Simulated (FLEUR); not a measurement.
Here is a FLEUR MaX-R8.1 (later development tree) calculation.

File inp.xml:

```xml
<?xml version="1.0" encoding="UTF-8" standalone="no"?>
<fleurInput fleurInputVersion="0.39">
   <comment>
      CoO                                                                                                 
   </comment>
   <calculationSetup>
      <cutoffs Kmax="5.19" Gmax="16.1" GmaxXC="16.1" numbands="0"/>
      <scfLoop itmax="60" minDistance="0.00001" maxIterBroyd="15" imix="Anderson" alpha="0.05" precondParam="0.0" spinf="2.0" sdNocoIR="T"/>
      <coreElectrons ctail="T" frcor="F" kcrel="0" coretail_lmax="0"/>
      <xcFunctional name="vwn" relativisticCorrections="F"/>
      <magnetism jspins="2"/>
      <soc l_soc="F" theta="0.0" phi="0.0" spav="F"/>
      <expertModes spex="0" secvar="F"/>
      <geometryOptimization l_f="F" forcealpha="1.0" forcemix="BFGS" epsdisp="0.00001" epsforce="0.00001"/>
      <ldaU l_linMix="F" mixParam="0.05" spinf="1.0"/>
   </calculationSetup>
   <cell>
      <bzIntegration valenceElectrons="23.0" mode="hist" fermiSmearingEnergy="0.00183747">
         <kPointListSelection listName="default-1"/>
         <!-- k-points included here -->
         <xi:include xmlns:xi="http://www.w3.org/2001/XInclude" href="kpts.xml"> </xi:include>
      </bzIntegration>
      <!-- symmetry operations included here -->
      <xi:include xmlns:xi="http://www.w3.org/2001/XInclude" href="sym.xml"> </xi:include>
      <bulkLattice scale="1.0">
         <bravaisMatrix>
            <row-1>    3.0277566922129662     1.7480761412776495     4.8499270894253312</row-1>
            <row-2>   -3.0277566922129662     1.7480761412776495     4.8499270894253312</row-2>
            <row-3>    0.0000000000000000    -3.4961522825552991     4.8499270894253312</row-3>
         </bravaisMatrix>
      </bulkLattice>
   </cell>
   <atomSpecies>
      <species name="Cobalt (Co2.000" element="Co" atomicNumber="27">
         <mtSphere radius="1.89" gridPoints="625" logIncrement="0.019"/>
         <atomicCutoffs lmax="8" lnonsphr="8"/>
         <electronConfig flipSpins="F">
            <coreConfig>(1s1/2) (2s1/2) (2p1/2) (2p3/2)</coreConfig>
            <valenceConfig>(3s1/2) (3p1/2) (3p3/2) (4s1/2) (3d3/2) (3d5/2)</valenceConfig>
            <stateOccupation state="(3d3/2)" spinUp="1.5" spinDown="1.3"/>
            <stateOccupation state="(3d5/2)" spinUp="3.0" spinDown="1.2"/>
         </electronConfig>
         <energyParameters s="4" p="4" d="3" f="4"/>
         <lo type="SCLO" l="0" n="3" eDeriv="0"/>
         <lo type="SCLO" l="1" n="3" eDeriv="0"/>
         <lo type="SCLO" l="1" n="3" eDeriv="1"/>
         <lo type="SCLO" l="2" n="3" eDeriv="2"/>
         <lo type="SCLO" l="3" n="4" eDeriv="2"/>
      </species>
      <species name="Oxygen (O)" element="O" atomicNumber="8">
         <mtSphere radius="1.45" gridPoints="481" logIncrement="0.022"/>
         <atomicCutoffs lmax="8" lnonsphr="8"/>
         <electronConfig flipSpins="F">
            <coreConfig>(1s1/2)</coreConfig>
            <valenceConfig>(2s1/2) (2p1/2) (2p3/2)</valenceConfig>
            <stateOccupation state="(2p1/2)" spinUp="0.666667" spinDown="0.666667"/>
            <stateOccupation state="(2p3/2)" spinUp="1.333333" spinDown="1.333333"/>
         </electronConfig>
         <energyParameters s="2" p="2" d="3" f="4"/>
         <lo type="SCLO" l="0" n="2" eDeriv="2"/>
         <lo type="SCLO" l="1" n="2" eDeriv="2"/>
         <lo type="SCLO" l="2" n="3" eDeriv="2"/>
      </species>
   </atomSpecies>
   <atomGroups>
      <atomGroup species="Cobalt (Co2.000">
         <relPos label="                   1">-.0010216800 -.0010216800 -.0010216800</relPos>
         <force calculate="T" relaxXYZ="TTT"/>
      </atomGroup>
      <atomGroup species="Oxygen (O)">
         <relPos label="                   2">-.2489789700 -.2489789700 -.2489789700</relPos>
         <force calculate="T" relaxXYZ="TTT"/>
      </atomGroup>
   </atomGroups>
   <output dos="F" band="F" slice="F">
      <checks vchk="F" cdinf="F"/>
      <bandDOS minEnergy="-.5*Htr" maxEnergy="0.5*Htr" sigma="0.015" storeEVData="T"/>
      <vacuumDOS vacdos="F" integ="F" star="F" nstars="0" locx1="0.0" locy1="0.0" locx2="0.0" locy2="0.0" nstm="0" tworkf="0.0"/>
      <unfoldingBand unfoldBand="F" supercellX="1" supercellY="1" supercellZ="1"/>
      <plotting iplot="0" polar="F">
         <plot TwoD="T" vec1="  1.0  0.0  0.0" vec2="  0.0  1.0  0.0" vec3="  0.0  0.0  1.0" zero="  0.0  0.0  0.0" file="plot"/>
      </plotting>
      <chargeDensitySlicing numkpt="0" minEigenval="0.0" maxEigenval="0.0" nnne="0" pallst="F"/>
      <specialOutput eonly="F"/>
      <moessbauerParams electricFieldGradient="T" isomerShift="T" coreHyperfine="T" valenceHyperfine="T"/>
      <magneticCircularDichroism mcd="F" energyLo="-10.0" energyUp="0.0"/>
   </output>
  <!-- We include the file relax.xml here to enable relaxations (see documentation) -->
  <xi:include xmlns:xi="http://www.w3.org/2001/XInclude" href="relax.xml"> <xi:fallback/> </xi:include>
</fleurInput>
```

The input crystal.txt:

```
CoO
&input cartesian=F /
1.6022198417  0.9250420569  2.5664708903
-1.6022198417  0.9250420569  2.5664708903
0.0000000000  -1.8500841138  2.5664708903
1.8897261246
1.0 1.0 1.0

2
27 0.9989783200  0.9989783200  0.9989783200 : 2.000
8 0.7510210300  0.7510210300  0.7510210300

&kpt div1=10 div2=10 div3=10 gamma=T /
```

Contents of inp.xml (bands):

```
<?xml version="1.0" encoding="UTF-8" standalone="no"?>
<fleurInput fleurInputVersion="0.39">
   <comment>
      CoO                                                                                                 
   </comment>
   <calculationSetup>
      <cutoffs Kmax="5.19" Gmax="16.1" GmaxXC="16.1" numbands="0"/>
      <scfLoop itmax="60" minDistance="0.00001" maxIterBroyd="15" imix="Anderson" alpha="0.05" precondParam="0.0" spinf="2.0" sdNocoIR="T"/>
      <coreElectrons ctail="T" frcor="F" kcrel="0" coretail_lmax="0"/>
      <xcFunctional name="vwn" relativisticCorrections="F"/>
      <magnetism jspins="2"/>
      <soc l_soc="F" theta="0.0" phi="0.0" spav="F"/>
      <expertModes spex="0" secvar="F"/>
      <geometryOptimization l_f="F" forcealpha="1.0" forcemix="BFGS" epsdisp="0.00001" epsforce="0.00001"/>
      <ldaU l_linMix="F" mixParam="0.05" spinf="1.0"/>
   </calculationSetup>
   <cell>
      <bzIntegration valenceElectrons="23.0" mode="hist" fermiSmearingEnergy="0.00183747">
         <kPointListSelection listName="path-1"/>
         <!-- k-points included here -->
         <xi:include xmlns:xi="http://www.w3.org/2001/XInclude" href="kpts.xml"> </xi:include>
      </bzIntegration>
      <!-- symmetry operations included here -->
      <xi:include xmlns:xi="http://www.w3.org/2001/XInclude" href="sym.xml"> </xi:include>
      <bulkLattice scale="1.0">
         <bravaisMatrix>
            <row-1>    3.0277566922129662     1.7480761412776495     4.8499270894253312</row-1>
            <row-2>   -3.0277566922129662     1.7480761412776495     4.8499270894253312</row-2>
            <row-3>    0.0000000000000000    -3.4961522825552991     4.8499270894253312</row-3>
         </bravaisMatrix>
      </bulkLattice>
   </cell>
   <atomSpecies>
      <species name="Cobalt (Co2.000" element="Co" atomicNumber="27">
         <mtSphere radius="1.89" gridPoints="625" logIncrement="0.019"/>
         <atomicCutoffs lmax="8" lnonsphr="8"/>
         <electronConfig flipSpins="F">
            <coreConfig>(1s1/2) (2s1/2) (2p1/2) (2p3/2)</coreConfig>
            <valenceConfig>(3s1/2) (3p1/2) (3p3/2) (4s1/2) (3d3/2) (3d5/2)</valenceConfig>
            <stateOccupation state="(3d3/2)" spinUp="1.5" spinDown="1.3"/>
            <stateOccupation state="(3d5/2)" spinUp="3.0" spinDown="1.2"/>
         </electronConfig>
         <energyParameters s="4" p="4" d="3" f="4"/>
         <lo type="SCLO" l="0" n="3" eDeriv="0"/>
         <lo type="SCLO" l="1" n="3" eDeriv="0"/>
         <lo type="SCLO" l="1" n="3" eDeriv="1"/>
         <lo type="SCLO" l="2" n="3" eDeriv="2"/>
         <lo type="SCLO" l="3" n="4" eDeriv="2"/>
      </species>
      <species name="Oxygen (O)" element="O" atomicNumber="8">
         <mtSphere radius="1.45" gridPoints="481" logIncrement="0.022"/>
         <atomicCutoffs lmax="8" lnonsphr="8"/>
         <electronConfig flipSpins="F">
            <coreConfig>(1s1/2)</coreConfig>
            <valenceConfig>(2s1/2) (2p1/2) (2p3/2)</valenceConfig>
            <stateOccupation state="(2p1/2)" spinUp="0.666667" spinDown="0.666667"/>
            <stateOccupation state="(2p3/2)" spinUp="1.333333" spinDown="1.333333"/>
         </electronConfig>
         <energyParameters s="2" p="2" d="3" f="4"/>
         <lo type="SCLO" l="0" n="2" eDeriv="2"/>
         <lo type="SCLO" l="1" n="2" eDeriv="2"/>
         <lo type="SCLO" l="2" n="3" eDeriv="2"/>
      </species>
   </atomSpecies>
   <atomGroups>
      <atomGroup species="Cobalt (Co2.000">
         <relPos label="                   1">-.0010216800 -.0010216800 -.0010216800</relPos>
         <force calculate="T" relaxXYZ="TTT"/>
      </atomGroup>
      <atomGroup species="Oxygen (O)">
         <relPos label="                   2">-.2489789700 -.2489789700 -.2489789700</relPos>
         <force calculate="T" relaxXYZ="TTT"/>
      </atomGroup>
   </atomGroups>
   <output dos="F" band="T" slice="F">
      <checks vchk="F" cdinf="F"/>
      <bandDOS minEnergy="-.5*Htr" maxEnergy="0.5*Htr" sigma="0.015" storeEVData="T"/>
      <vacuumDOS vacdos="F" integ="F" star="F" nstars="0" locx1="0.0" locy1="0.0" locx2="0.0" locy2="0.0" nstm="0" tworkf="0.0"/>
      <unfoldingBand unfoldBand="F" supercellX="1" supercellY="1" supercellZ="1"/>
      <plotting iplot="0" polar="F">
         <plot TwoD="T" vec1="  1.0  0.0  0.0" vec2="  0.0  1.0  0.0" vec3="  0.0  0.0  1.0" zero="  0.0  0.0  0.0" file="plot"/>
      </plotting>
      <chargeDensitySlicing numkpt="0" minEigenval="0.0" maxEigenval="0.0" nnne="0" pallst="F"/>
      <specialOutput eonly="F"/>
      <moessbauerParams electricFieldGradient="T" isomerShift="T" coreHyperfine="T" valenceHyperfine="T"/>
      <magneticCircularDichroism mcd="F" energyLo="-10.0" energyUp="0.0"/>
   </output>
  <!-- We include the file relax.xml here to enable relaxations (see documentation) -->
  <xi:include xmlns:xi="http://www.w3.org/2001/XInclude" href="relax.xml"> <xi:fallback/> </xi:include>
</fleurInput>
```

Potentials or basis: all-electron, FLAPW.

Launch:

```console
$ inpgen -f crystal.txt -profile fastHighL
$ # inp.xml edited to the form shown
$ fleur_MPI
$ fleur_MPI   # second run, on inp.xml (bands)
```

Problem. Estimate the site moments.

Solution. Co +2.22; O +0.28 μB.

Problem. Estimate the net moment.

Solution. 2.64 μB per cell.

Core levels (eV from the Fermi level):
```tsv
atom	levels
1 Co	1s1/2 -7567.6, 2s1/2 -889.8, 2p1/2 -771.9, 2p3/2 -757.1
2 O	1s1/2 -503.3
```

Caveat: a cell with one magnetic atom can't hold antiferromagnetic order, which such compounds often take; semilocal functionals often make such compounds metallic where correlation or magnetic order opens a gap, which also shifts bond lengths.
